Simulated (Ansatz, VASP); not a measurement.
**KF in VASP and in Ansatz**

The input INCAR:

```
SYSTEM = KF
PREC     = Accurate       ! precision mode
ENCUT    = 600            ! plane-wave cutoff, eV
EDIFF    = 1E-6           ! SCF threshold, eV
ISMEAR   = 0              ! smearing method
SIGMA    = 0.02           ! smearing width, eV
LREAL    = .False.        ! projectors in reciprocal space
LASPH    = .True.         ! aspherical terms in the spheres
NELM     = 100            ! most SCF steps
ALGO     = Fast           ! electronic algorithm
ISIF     = 3              ! what is computed and relaxed
LWAVE    = .False.        ! write WAVECAR
LCHARG   = .False.        ! write CHGCAR
GGA      = PE             ! functional
IBRION   = 2              ! ionic algorithm
NSW      = 100            ! ionic steps
EDIFFG   = -0.005         ! ionic threshold
```

File KPOINTS:

```
regular mesh
0
Gamma
  8 8 8
  0 0 0
```

The input POSCAR:

```
KF
1.0
    0.0000000000      2.6735000000      2.6735000000
    2.6735000000      0.0000000000      2.6735000000
    2.6735000000      2.6735000000      0.0000000000
K F
1 1
Direct
    0.0000000000      0.0000000000      0.0000000000
    0.5000000000      0.5000000000      0.5000000000
```

Input for Ansatz:

```yaml
crystal:
  lattice:
    - [0.0, 2.6735, 2.6735]
    - [2.6735, 0.0, 2.6735]
    - [2.6735, 2.6735, 0.0]
  atoms:
    - { symbol: K, position: [0.0, 0.0, 0.0] }
    - { symbol: F, position: [0.5, 0.5, 0.5] }
basis:
  ecutwfc: 520.0
kpoints:
  mp_grid: { grid: [8, 8, 8] }
hamiltonian:
  xc: pbe
scf:
  occupations: { method: gaussian, width: 0.02 }
output:
  forces: true
  stress: true
  eigenvalues: true
relax:
  adjacent_minimum: "off"
  f_tol: 0.005
  max_steps: 80
  cell: { stress_tol: 0.05 }
```

Alike in both runs: task relaxation of cell and atoms; functional PBE; k mesh 8 × 8 × 8; occupations gaussian, width 0.02 eV; no spin polarisation.

|  | VASP | Ansatz |
| --- | --- | --- |
| version | VASP 6.6.1 | Ansatz 0.2.0 |
| potentials or method | VASP PAW PBE potentials, release 64 (K_sv, F) | scalar-relativistic, plane waves, PAW |
| plane-wave cutoff (eV) | 600 | 520 |
| valence electrons in the cell | 16 | 16 |

Ansatz gave:

- gap on the k mesh at the Fermi level, each at its own relaxed structure (eV): 5.96
- relaxed volume (Å³/atom): 19.91
- relaxed cell length with the largest relative difference (Å): 3.833
- energy change over the relaxation (meV/atom): -3

Q: Which values does VASP return?

A: gap on the k mesh at the Fermi level, each at its own relaxed structure (eV): 5.95; relaxed volume (Å³/atom): 19.91; relaxed cell length with the largest relative difference (Å): 3.833; energy change over the relaxation (meV/atom): -3.

A k mesh can miss the band edges. A hybrid or GW would open this gap; PBE tends to underestimate it. Zero-point motion and thermal expansion aren't in these numbers.
